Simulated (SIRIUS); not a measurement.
Runs of SIRIUS 7.12.0 on SiC (Moissanite). The structure is hexagonal, space group P6_3mc (No. 186). Conventional cell: a = 3.076 Å, b = 3.076 Å, c = 5.048 Å, α = 90.00°, β = 90.00°, γ = 120.00°. Si (site symmetry 3m) has 4 C at 1.87 to 1.94 Å as nearest neighbours. C (site symmetry 3m) is surrounded by 4 Si at 1.87 to 1.94 Å. 

| task | level | reference energy of the basis | start of the SCF | gap on the mesh (eV) | V0 of scaled cells (Å³/atom) | B0 (GPa) | largest force (eV/Å) |
| --- | --- | --- | --- | --- | --- | --- | --- |
| single point | PBE | 0.33 Ha | LDA density | (a) | - | - | 0.75 |
| equation of state | PBEsol | - | - | - | (b) | 222 | - |
| single point | PBEsol | 0.33 Ha | LDA density | 2.33 | - | - | 0.75 |
| equation of state | PBE | - | - | - | 10.52 | 213 | - |

Alike in all rows: potentials or basis all-electron FP-LAPW, apw+lo standard; no spin polarisation; cell as given; k mesh 10 × 10 × 5; cutoff (eV) 325; smearing fermi-dirac 0.05 eV.

Task: Estimate the missing entries.

Result: (a) 2.48; (b) 10.35.

Caveats: an odd mesh through Γ misses points on the zone boundary, where band edges often lie (some runs); the cell was scaled at fixed shape and fractional positions, which overstates the stiffness of a crystal with free parameters, most of all of layers and chains (some runs).
